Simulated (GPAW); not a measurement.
**Nb: relaxation of cell and atoms with PBEsol**

Nb:

```
CELL_PARAMETERS angstrom
-1.66395 1.66395 1.66395
1.66395 -1.66395 1.66395
1.66395 1.66395 -1.66395
ATOMIC_POSITIONS crystal
Nb 0.00000 0.00000 0.00000
```

```yaml
Program: GPAW 26.7.0
Task: relaxation of cell and atoms
Functional: PBEsol
Potentials_or_basis: PAW data sets generated in the run's folder for this functional
Cutoff: 600 eV
Basis: pw
k_mesh: 11 × 11 × 11
Occupations: fermi-dirac, width 0.05 eV
Spin: no spin polarisation
Target_pressure: 2 GPa
Maxiter: 150
Optimizer: BFGS
Fmax: 0.02 eV/Å
Max_steps: 60
Target_pressure: 2 GPa
Convergence: density=1e-05 forces=0.0001
```

```
Relaxed volume                                         : 17.32 Å³/atom
Relaxed cell                                           : a = 2.823 Å, b = 2.823 Å, c = 2.823 Å, α = 109.47°, β = 109.47°, γ = 109.47°
Space group after relaxing (to 0.05 Å)                 : Im-3m (No. 229)
Energy change on relaxing (the enthalpy is what falls) : -22.6 meV/atom
Ionic steps                                            : 3
Pressure after relaxing                                : 2.1 GPa
Band gap on the k mesh                                 : none (metal or under the smearing width)
```

The path:
| step | energy change (eV) | largest force (eV/Å) | pressure (GPa) | volume (Å³) |
| --- | --- | --- | --- | --- |
| 1 | 0.0000 | 0.0000 | -8.45 | 18.43 |
| 2 | -0.0240 | 0.0000 | 0.14 | 17.50 |
| 3 | -0.0226 | 0.0000 | 2.05 | 17.32 |

Final structure:
```
Nb
1.0
    -1.62992    1.62992    1.62992
     1.62992   -1.62992    1.62992
     1.62992    1.62992   -1.62992
Nb
1
Direct
  0.00000 0.00000 0.00000
```

Levels at points of the mesh, in eV from the Fermi level:
```tsv
k point	band 4	band 5	band 6	band 7	band 8	band 9
(0.00, 0.00, 0.00)	-29.47	-5.95	0.40	0.40	0.40	3.42
```

Run time: 43 s on 1 thread of Intel(R) Xeon(R) Platinum 8375C CPU @ 2.90GHz (Ice Lake), on a shared host, peak memory 0.15 GiB.

Caveat: later steps reuse the first step's grids.
